**1. In which of these crystals does N hold the most electrons?**

Nitride crystals in ABINIT 10.8.3: plane-wave DFT with the WC functional and JTH PAW PBE v2.0 datasets, without spin polarisation or spin-orbit coupling, with Fermi-Dirac smearing of 0.05 eV. The last column counts the valence electrons inside the program's sphere around N (radius 0.6376 Å), averaged over the N sites.

```tsv
system	wave cutoff	space group	volume (Å³/atom)	shortest distance (Å)	k-mesh	electrons or charge on N, mean over sites (e)
BN (F-43m)	680.285 eV	F-43m	5.96	1.57	13x13x13	2.677
BN (P6_3/mmc)	707.496 eV	P6_3/mmc	8.97	1.44	12x12x4	2.729
AlN (F-43m)	680.285 eV	F-43m	10.42	1.89	10x10x10	2.636
AlN (P6_3mc)	680.285 eV	P6_3mc	10.45	1.89	10x10x6	2.625
TaN (Fm-3m)	707.496 eV	Fm-3m	10.81	2.21	10x10x10	2.538
GaN (P6_3mc)	680.285 eV	P6_3mc	11.31	1.94	10x10x5	2.550
GaN (F-43m)	680.285 eV	F-43m	11.44	1.95	10x10x10	2.564
```

Layered BN has the highest count, 2.73 electrons, and TaN the lowest, 2.54. Between them the order is cubic BN, AlN, GaN. The whole spread is about 0.2 electrons, or 7 % of the mean count. With these four partners, then, the count stays close to 2.6 electrons.

**2. N brings five valence electrons. Has it lost half of them?**

No. The program counts the valence electrons inside a sphere of 0.64 Å around the N nucleus, the same sphere in every row. Between three and five electrons per formula unit lie in no sphere at all, and many of them belong to the outer part of the N shell.

A free, neutral N atom shows what to compare with. Slater's rules give its outer electrons an effective nuclear charge of 3.9. The sphere radius is $R = 0.6376/0.529 = 1.205$ bohr, so that $x = 3.9 \times 1.205 = 4.70$. The part of a second-shell electron found inside the sphere is

$$f = 1 - e^{-x}\left(1 + x + \frac{x^2}{2} + \frac{x^3}{6} + \frac{x^4}{24}\right) \approx 0.505 .$$

Five such electrons give $5 \times 0.505 \approx 2.5$. No value of the table entered this estimate, and it lands at the low end of the computed counts. A count near 2.5 is thus what an uncharged N atom would show.

**3. Would the count rise if N took electrons from its partner?**

Probably not by much. An added electron screens the nucleus from the others, so the whole shell swells. One electron more sits partly inside the sphere, while the others move partly out of it. With Slater's rules the count stays near 2.5 for one added electron and falls by about 0.1 for two. These rules are crude for anions, and they leave out the pull of the positive neighbours, which holds the shell together in a crystal. Some compensation is still expected there, but these runs don't show how much.

The step from BN to AlN fits this view. Al gives up electrons more readily than B, so N should be more negative in AlN than in BN. Yet both forms of AlN have lower counts than both forms of BN. The step from AlN to GaN settles nothing, because there the negative charge on N is expected to fall as well. The count should not be entered anywhere as an ionic charge or an oxidation state.

**4. Then why is BN at the top?**

A likely reason is that BN has the shortest bonds, and a short bond can bring more of the partner's electrons into the N sphere. The two forms of BN suggest that the bond matters more than the volume. The layered form has more volume per atom, because of the empty space between its layers, but its bond is shorter (1.44 against 1.57 Å) and its count is higher. A straight line fitted to all seven rows falls by about 0.03 electrons for each 0.1 Å of extra bond length.

The size of the effect can be estimated by placing neutral atoms at the crystal positions and adding up how much of the neighbours' density reaches into the N sphere. This gives one or two tenths of an electron in every row. Only the differences between rows can order them, and from BN to AlN these are 0.03 to 0.05 electrons, against 0.04 to 0.10 in the computed counts. For BN and AlN the sum of N atom and neighbours comes within about 0.05 electrons of the computed count. That closeness is partly luck, because a slightly different effective charge for N would shift all the sums together.

For GaN the same sum is more than 0.1 electrons too high. For TaN it is 0.2 electrons too high and would put TaN first instead of last. Neutral atoms placed side by side know nothing of bonding, which can move density about by similar amounts. Overlapping tails are therefore a plausible cause of the high counts in BN, but they don't explain the full order. Running one crystal at two volumes would show what the bond length does while the partner stays the same. It wouldn't prove the overlap, because a shorter bond can also squeeze more of N's own shell into the sphere.

**5. What changes if Al is replaced by Ga?**

The count drops by 0.07 electrons in the cubic form, although the bond grows by only 0.06 Å. From cubic BN to cubic AlN the bond grows five times as much, and the count drops by only 0.04. Bond length cannot be the main reason for the step from Al to Ga.

Two differences between the partners could matter. Ga holds its outer electrons more tightly than Al, and it has a filled 3d shell that reshapes the density around it. The neutral-atom estimate contains the first of them, yet it gives nearly the same count for AlN and GaN. It leaves out the 3d shell, but in such a sum the 3d density could only add to the count. The drop is therefore expected to come from the way bonding reshapes the density, with or without the help of the 3d shell, and these runs don't show how. A partition that leaves no space unassigned, such as Bader's, would show whether N really receives less charge in GaN.

**6. What would a slightly different sphere do?**

It would change the count by as much as a different partner does. The sphere's surface cuts through a dense part of the N shell. In the free-atom estimate, a radius larger by 0.01 Å adds about 0.07 electrons, and 0.03 Å is worth the whole spread of the table.

Counts from another program, or from potentials with another default radius, must therefore not be set beside these until the radii agree. A Bader analysis of the same crystals would give a different kind of number. It assigns every electron to some atom, and in polar nitrides it normally leaves N with clearly more than five.

**7. Which digits can be trusted?**

The steps from cubic BN to AlN and on to GaN can be read as a trend, because both exceed the differences between the two forms of AlN and of GaN. Those differences are about 0.01 electrons, and they deserve no explanation. The two forms of BN differ by more, 0.05 electrons, but there the bond length and the number of neighbours change too. No convergence test is at hand for the counts, and the hexagonal cells of AlN and GaN still carry forces of about 0.13 eV/Å.

Two rows need more care. In layered BN the N and B spheres overlap by 0.10 Å, so some density is counted in both. This alone doesn't raise the N count, but the PAW method assumes spheres that don't overlap, and part of the lead of 0.05 electrons over cubic BN may be an error from that. TaN is a metal with six neighbours around N, in a cell that is stretched for this functional, and its run warned that too few bands may have been included. It lies only 0.01 electrons below the lower GaN value, so its last place is not secure.

In practice, quote these counts to two decimals at most, together with the sphere radius, and compare them only at equal radius. For a question about charge transfer, use another partition. The output below lists the sphere gaps, the neutral-atom estimate and the straight-line fit for these rows.

Output of the analysis:

```
Spheres and neutral-atom estimate:
            row  count on N (e)  electrons in no sphere per formula unit  gap between N and partner spheres (A)  neighbour tails in N sphere (e)  neutral atoms estimate (e)  estimate less count (e)
     BN (F-43m)           2.677                                    3.273                                 0.0295                           0.1791                       2.705                  0.02824
  BN (P6_3/mmc)           2.729                                    3.028                                -0.1005                           0.2048                       2.731                 0.001915
    AlN (F-43m)           2.636                                    4.462                                  0.245                           0.1521                       2.678                  0.04221
   AlN (P6_3mc)           2.625                                    4.471                                  0.245                           0.1521                       2.678                  0.05321
    TaN (Fm-3m)           2.538                                    4.746                                 0.2919                           0.2345                       2.761                   0.2226
   GaN (P6_3mc)            2.55                                    4.251                                 0.1892                           0.1521                       2.678                   0.1282
    GaN (F-43m)           2.564                                    4.245                                 0.1992                            0.149                       2.675                   0.1111
fit of n_N on 7 rows: constant 3.088 +/- 0.085, coefficient of d_min -0.2555 +/- 0.046; rms 0.0245, worst GaN (P6_3mc) 0.0418, leave-one-out rms 0.0314
Spread of the count over all rows (e): 0.191
Spread as percentage of the mean count (%): 7.298
Free neutral N atom, Slater estimate inside the sphere (e): 2.526
Same with one electron added (e): 2.551
Same with two electrons added (e): 2.401
Rough change of the count for a radius larger by 0.01 A (e): 0.06815
Rough change of radius that equals the whole spread (A): 0.02802
Count, AlN less BN, both F-43m (e): -0.041
Bond length, AlN less BN, both F-43m (A): 0.32
Count, GaN less AlN, both F-43m (e): -0.072
Bond length, GaN less AlN, both F-43m (A): 0.06
Count, layered BN less F-43m BN (e): 0.052
Count, F-43m less P6_3mc, AlN (e): 0.011
Count, F-43m less P6_3mc, GaN (e): 0.014
Correlation of count with volume per atom: -0.7032
Correlation of count with shortest distance: -0.9277
```
